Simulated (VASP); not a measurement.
# Li2TaO3 (P6/mmm) in VASP: notebook

One crystal, Li2TaO3, is run at these levels: PBE; tasks: relaxation of cell and atoms.

Everything below comes from runs of VASP 6.6.1. Logs are shortened: lines on timing, memory, paths and dates and some standing lists are left out, and cuts for length are marked.

## Step 1: The structure

Symmetry: P6/mmm, No. 191, hexagonal system. Conventional cell: a = 4.482 Å, b = 4.482 Å, c = 3.533 Å, α = 90.00°, β = 90.00°, γ = 120.00°. Around Li (site symmetry -6m2) lie 6 O at 2.19 Å. Ta (site symmetry 6/mmm) has 6 Li at 2.59 Å and 12 O at 2.85 Å as nearest neighbours. O (site symmetry mmm) is surrounded by 4 Li at 2.19 Å and 4 O at 2.24 Å.

The cell was built by a generator and needn't be a form met in nature.

## Step 2: Relaxation of cell and atoms, PBE

INCAR

```
SYSTEM = Li2TaO3
  PREC = Normal
  ENCUT = 520
  EDIFF = 1E-4
  ISMEAR = 0
  SIGMA = 0.15
  LREAL = .FALSE.
  LASPH = .TRUE.
  NELM = 60
  ALGO = Fast
  ISIF = 3
  LWAVE = .FALSE.
  LCHARG = .FALSE.
  GGA = PE
  IBRION = 2
  NSW = 24
  EDIFFG = -0.08
```

KPOINTS

```
regular mesh
0
G
  4 4 4
  0 0 0
```

POSCAR

```
Li2TaO3
1.0
    4.4819350600      0.0000000000      0.0000000000
   -2.2409675300      3.8814696200      0.0000000000
    0.0000000000      0.0000000000      3.5328925200
Li Ta O
2 1 3
Direct
    0.3333333300      0.6666666700      0.0000000000
    0.6666666700      0.3333333300      0.0000000000
    0.0000000000      0.0000000000      0.0000000000
    0.5000000000      0.0000000000      0.5000000000
    0.5000000000      0.5000000000      0.5000000000
    0.0000000000      0.5000000000      0.5000000000
```

Potentials or basis: VASP PAW PBE potentials, release 64 (Li_sv, Ta_pv, O).

The run is started by

```console
cat potpaw_PBE.64/Li_sv/POTCAR potpaw_PBE.64/Ta_pv/POTCAR potpaw_PBE.64/O/POTCAR > POTCAR
mpirun -np 1 vasp_std > vasp.out
```

OUTCAR:

```text
SYSTEM = Li2TaO3
   PREC = Normal
   ENCUT = 520
   EDIFF = 1E-4
   ISMEAR = 0
   LREAL = .FALSE.
   LASPH = .TRUE.
   NELM = 60
   ISIF = 3
   GGA = PE
   IBRION = 2
   NSW = 24
   EDIFFG = -0.08

 ion  position               nearest neighbor table
   1  0.333  0.667  0.000-   4 2.19   4 2.19   6 2.19   6 2.19   5 2.19   5 2.19   2 2.59   3 2.59
                             2 2.59   3 2.59   3 2.59   2 2.59
   2  0.667  0.333  0.000-   4 2.19   4 2.19   6 2.19   6 2.19   5 2.19   5 2.19   1 2.59   3 2.59
                             1 2.59   3 2.59   3 2.59   1 2.59
   3  0.000  0.000  0.000-   1 2.59   2 2.59   1 2.59   2 2.59   2 2.59   1 2.59
   4  0.500  0.000  0.500-   1 2.19   2 2.19   1 2.19   2 2.19
   5  0.500  0.500  0.500-   1 2.19   2 2.19   1 2.19   2 2.19
   6  0.000  0.500  0.500-   1 2.19   2 2.19   1 2.19   2 2.19

  LATTYP: Found a hexagonal cell.
 ALAT       =     4.4819350600
 C/A-ratio  =     0.7882516084

  Lattice vectors:

 A1 = (   4.4819350600,   0.0000000000,   0.0000000000)
 A2 = (  -2.2409675300,   3.8814696200,   0.0000000000)
 A3 = (   0.0000000000,   0.0000000000,   3.5328925200)

Analysis of symmetry for initial positions (statically):
=====================================================================
 Subroutine PRICEL returns:
 Original cell was already a primitive cell.

 Routine SETGRP: Setting up the symmetry group for a
 hexagonal supercell.

 Subroutine GETGRP returns: Found 24 space group operations
 (whereof 24 operations were pure point group operations)
 out of a pool of 24 trial point group operations.

The static configuration has the point symmetry D_6h.

Analysis of symmetry for dynamics (positions and initial velocities):
=====================================================================
 Subroutine PRICEL returns:
 Original cell was already a primitive cell.

 Routine SETGRP: Setting up the symmetry group for a
 hexagonal supercell.

 Subroutine GETGRP returns: Found 24 space group operations
 (whereof 24 operations were pure point group operations)
 out of a pool of 24 trial point group operations.

The dynamic configuration has the point symmetry D_6h.

 Subroutine INISYM returns: Found 24 space group operations
 (whereof 24 operations are pure point group operations),
 and found     1 'primitive' translations

----------------------------------------------------------------------------------------

                                     Primitive cell

  volume of cell :      61.4599

  direct lattice vectors                    reciprocal lattice vectors
     4.481935060  0.000000000  0.000000000     0.223117914  0.128817188  0.000000000
    -2.240967530  3.881469620  0.000000000     0.000000000  0.257634375  0.000000000
     0.000000000  0.000000000  3.532892520     0.000000000  0.000000000  0.283054181

  length of vectors
     4.481935060  4.481935060  3.532892520     0.257634375  0.257634375  0.283054181

  position of ions in fractional coordinates (direct lattice)
     0.333333330  0.666666670  0.000000000
     0.666666670  0.333333330  0.000000000
     0.000000000  0.000000000  0.000000000
     0.500000000  0.000000000  0.500000000
     0.500000000  0.500000000  0.500000000
     0.000000000  0.500000000  0.500000000

  ion indices of the primitive-cell ions
   primitive index   ion index
                 1           1
                 2           2
                 3           3
                 4           4
                 5           5
                 6           6

----------------------------------------------------------------------------------------

 KPOINTS: regular mesh

Automatic generation of k-mesh.
 Grid dimensions read from file:
 generate k-points for:    4    4    4

 Generating k-lattice:

  Cartesian coordinates                     Fractional coordinates (reciprocal lattice)
     0.055779478  0.032204297  0.000000000     0.250000000  0.000000000  0.000000000
     0.000000000  0.064408594  0.000000000     0.000000000  0.250000000  0.000000000
     0.000000000  0.000000000  0.070763545     0.000000000  0.000000000  0.250000000

  Length of vectors
     0.064408594  0.064408594  0.070763545

  Shift w.r.t. Gamma in fractional coordinates (k-lattice)
     0.000000000  0.000000000  0.000000000

 Subroutine IBZKPT returns following result:
 ===========================================

 Found     12 irreducible k-points:

 Following reciprocal coordinates:
            Coordinates               Weight
  0.000000  0.000000  0.000000      1.000000
  0.250000  0.000000  0.000000      6.000000
  0.500000  0.000000  0.000000      3.000000
  0.250000  0.250000  0.000000      6.000000
  0.000000  0.000000  0.250000      2.000000
  0.250000  0.000000  0.250000     12.000000
  0.500000  0.000000  0.250000      6.000000
  0.250000  0.250000  0.250000     12.000000
  0.000000  0.000000  0.500000      1.000000
  0.250000  0.000000  0.500000      6.000000
  0.500000  0.000000  0.500000      3.000000
  0.250000  0.250000  0.500000      6.000000
   k-points           NKPTS =     12   k-points in BZ     NKDIM =     12   number of bands    NBANDS=     21
   number of dos      NEDOS =    301   number of ions     NIONS =      6
   total plane-waves  NPLWV =  15680
   dimension x,y,z NGX =    28 NGY =   28 NGZ =   20
   dimension x,y,z NGXF=    56 NGYF=   56 NGZF=   40
   ions per type =               2   1   3
   NGX,Y,Z   is equivalent  to a cutoff of  10.39, 10.39,  9.41 a.u.
   NGXF,Y,Z  is equivalent  to a cutoff of  20.77, 20.77, 18.82 a.u.
 SYSTEM =  Li2TaO3
   PREC   = normal    normal or accurate (medium, high low for compatibility)
   ISTART =      0    job   : 0-new  1-cont  2-samecut
   ICHARG =      2    charge: 1-file 2-atom 10-const
   ISPIN  =      1    spin polarized calculation?
   LNONCOLLINEAR =      F non collinear calculations
   LSORBIT =      F    spin-orbit coupling
   LASPH  =      T    aspherical Exc in radial PAW
   ENCUT  =  520.0 eV  38.22 Ry    6.18 a.u.   8.33  8.33  6.57*2*pi/ulx,y,z
   NELM   =     60;   NELMIN=  2; NELMDL= -5     # of ELM steps
   EDIFF  = 0.1E-03   stopping-criterion for ELM
   LREAL  =      F    real-space projection
   EDIFFG = -.8E-01   stopping-criterion for IOM
   NSW    =     24    number of steps for IOM
   IBRION =      2    ionic relax: 0-MD 1-quasi-New 2-CG
   NFREE  =      1    steps in history (QN), initial steepest desc. (CG)
   ISIF   =      3    stress and relaxation
   ISYM   =      2    0-nonsym 1-usesym 2-fastsym
   POTIM  = 0.5000    time-step for ionic-motion
   TEBEG  =    0.0;   TEEND  =   0.0 temperature during run
   PSTRESS=    0.0 pullay stress
   NELECT =      35.0000    total number of electrons
   NUPDOWN=      -1.0000    fix difference up-down
   EMIN   =  10.00;   EMAX   =-10.00  energy-range for DOS
   EFERMI =   0.00;   METHOD = LEGACY
   ISMEAR =     0;   SIGMA  =   0.15  broadening in eV -4-tet -1-fermi 0-gaus
   EFERMI_NEDOS =   21; number of points for ismear=-14 and -15
   IALGO  =     68    algorithm
   IMIX   =      4    mixing-type and parameters
     AMIX     =   0.40;   BMIX     =  1.00
     AMIX_MAG =   1.60;   BMIX_MAG =  1.00
  volume/ion in A,a.u.               =      10.24        69.13
  Fermi-wavevector in a.u.,A,eV,Ry     =   1.356959  2.564281 25.052928  1.841338
  Thomas-Fermi vector in A             =   2.483918
   LORBIT       =      0    0 simple, 1 ext, 2 COOP (PROOUT), +10 PAW based schemes
   GGA     = PE    functional components
   LHFCALC =     F    Hartree Fock is set to
   AEXX    =    0.0000 exact exchange contribution
   IVDW    =     0    specifies the selected vdW correction
   LEPSILON=     F    determine dielectric tensor
   LRPA    =     F    only Hartree local field effects (RPA)
 conjugate gradient relaxation of ions
 non-spin polarized calculation
 RMM-DIIS sequential band-by-band and
 Gauss-broadening in eV      SIGMA  =   0.15
  energy-cutoff  :      520.00
  volume of cell :       61.46
 maximum number of plane-waves:      1675
   NGX = 17   NGY = 17   NGZ = 13

--------------------------------------- Ionic step        1  -------------------------------------------

 number of electron      35.0000060 magnetization

 Free energy of the ion-electron system (eV)
  ---------------------------------------------------
  ext. energy  EPLUGINS =         0.00000000
  ---------------------------------------------------
  free energy    TOTEN  =       -29.06040046 eV

  energy without entropy =      -29.02666111  energy(sigma->0) =      -29.04353079

------------------------ aborting loop because EDIFF is reached ----------------------------------------

  FORCE on cell =-STRESS in cart. coord.  units (eV):
  Direction    XX          YY          ZZ          XY          YZ          ZX
  --------------------------------------------------------------------------------------
  -------------------------------------------------------------------------------------
  Total        7.1392742      7.1392742    -22.6671357      0.0000000     -0.0000000      0.0000000
  in kB      186.1111830    186.1111829   -590.9014429      0.0000000     -0.0000000      0.0000000
  external PRESSURE =     -72.8930257 kB  Pullay stress =       0.0000000 kB
[... 185 lines left out ...]
  energy  without entropy=      -33.6769311147  energy(sigma->0) =      -33.71663304

--------------------------------------- Ionic step        6  -------------------------------------------

 number of electron      34.9999947 magnetization

 Free energy of the ion-electron system (eV)
  ---------------------------------------------------
  ext. energy  EPLUGINS =         0.00000000
  ---------------------------------------------------
  free energy    TOTEN  =       -33.76635943 eV

  energy without entropy =      -33.68686563  energy(sigma->0) =      -33.72661253

 E-fermi :   5.0019     XC(G=0): -11.8132

 val. band max:        4.9807954390   @ k =   0.2500   0.0000   0.2500
 cond. band min:       5.0358681169   @ k =   0.0000   0.0000   0.0000
 fundamental gap:      0.0550726778
 Fermi energy:         5.0019046734

 k-point     1 :       0.0000    0.0000    0.0000
  band No.  band energies     occupation
      1     -38.4782      2.00000
      2     -38.4251      2.00000
      3     -31.4993      2.00000
      4     -31.4993      2.00000
      5     -30.1998      2.00000
      6     -13.8970      2.00000
[... 310 lines left out ...]
  FREE ENERGIE OF THE ION-ELECTRON SYSTEM (eV)
  ---------------------------------------------------
  free  energy   TOTEN  =       -33.7663594330 eV

  energy  without entropy=      -33.6868656348  energy(sigma->0) =      -33.72661253

 reached required accuracy - stopping structural energy minimisation
```

Wall time 40 s (1 thread of Intel Xeon Platinum 8559C (Emerald Rapids), shared host); peak memory 0.15 GiB.

These settings aren't checked as converged: the numbers below hold their error.

What came out:

| Property | Result |
| --- | --- |
| Free energy | -33.7664 eV |
| Relaxed volume | 8.84 Å³/atom |
| Relaxed cell | a = 4.763 Å, b = 4.763 Å, c = 2.699 Å, α = 90.00°, β = 90.00°, γ = 120.00° |
| Space group after relaxing (to 0.05 Å) | P6/mmm (No. 191) |
| Energy gained by relaxing | 784.3 meV/atom |
| Ionic steps | 6 |
| Band gap on the k mesh | none (metal or under the smearing width) |

Caveat: the k mesh is coarse (spacing up to 0.44 Å⁻¹), so the values aren't converged; the cutoff is under 1.25 times the usual one of these potentials, so pressure, stress and relaxed cells hold a basis-set (Pulay) error; an odd number of electrons without spin polarisation forces a metal; a magnetic or distorted state may lie lower; the relaxation stopped at a loose force limit of 0.08 eV/Å, so its end isn't a converged minimum.

## Step 3: Relaxation of cell and atoms, PBE

This run uses another cell than the first one, of 12.81 Å³/atom, 1.251 times its volume.

INCAR is that of step 2.

KPOINTS

```
regular mesh
0
G
  5 5 2
  0 0 0
```

POSCAR

```
Li2TaO3
1.0
    3.3868337300      0.0000000000      0.0000000000
   -1.6934168600      2.9330840400      0.0000000000
    0.0000000000      0.0000000000      7.7400008100
Li Ta O
2 1 3
Direct
    0.3333333300      0.6666666700      0.2391230000
    0.3333333300      0.6666666700      0.7608770000
    0.6666666700      0.3333333300      0.0000000000
    0.6666666700      0.3333333300      0.5000000000
    0.0000000000      0.0000000000      0.0000000000
    0.0000000000      0.0000000000      0.5000000000
```

Potentials or basis: VASP PAW PBE potentials, release 64 (Li_sv, Ta_pv, O).

The run is started by

```console
cat potpaw_PBE.64/Li_sv/POTCAR potpaw_PBE.64/Ta_pv/POTCAR potpaw_PBE.64/O/POTCAR > POTCAR
mpirun -np 1 vasp_std > vasp.out
```

It took 1.7 min on 1 thread of Intel Xeon Platinum 8559C (Emerald Rapids), shared host; peak memory 0.16 GiB.

These settings aren't checked as converged: the numbers below hold their error.

Results:

```
Free energy                            : -33.8238 eV
Relaxed volume                         : 13.82 Å³/atom
Relaxed cell                           : a = 3.420 Å, b = 3.420 Å, c = 8.183 Å, α = 90.00°, β = 90.00°, γ = 120.00°
Space group after relaxing (to 0.05 Å) : P-6m2 (No. 187)
Energy gained by relaxing              : 573.9 meV/atom
Ionic steps                            : 21
Largest force after relaxing           : 0.020 eV/Å
Band gap on the k mesh                 : none (metal or under the smearing width)
```

Caveat: the k mesh is coarse (spacing up to 0.43 Å⁻¹), so the values aren't converged; the cutoff is under 1.25 times the usual one of these potentials, so pressure, stress and relaxed cells hold a basis-set (Pulay) error; an odd number of electrons without spin polarisation forces a metal; a magnetic or distorted state may lie lower; the relaxation stopped at a loose force limit of 0.08 eV/Å, so its end isn't a converged minimum.
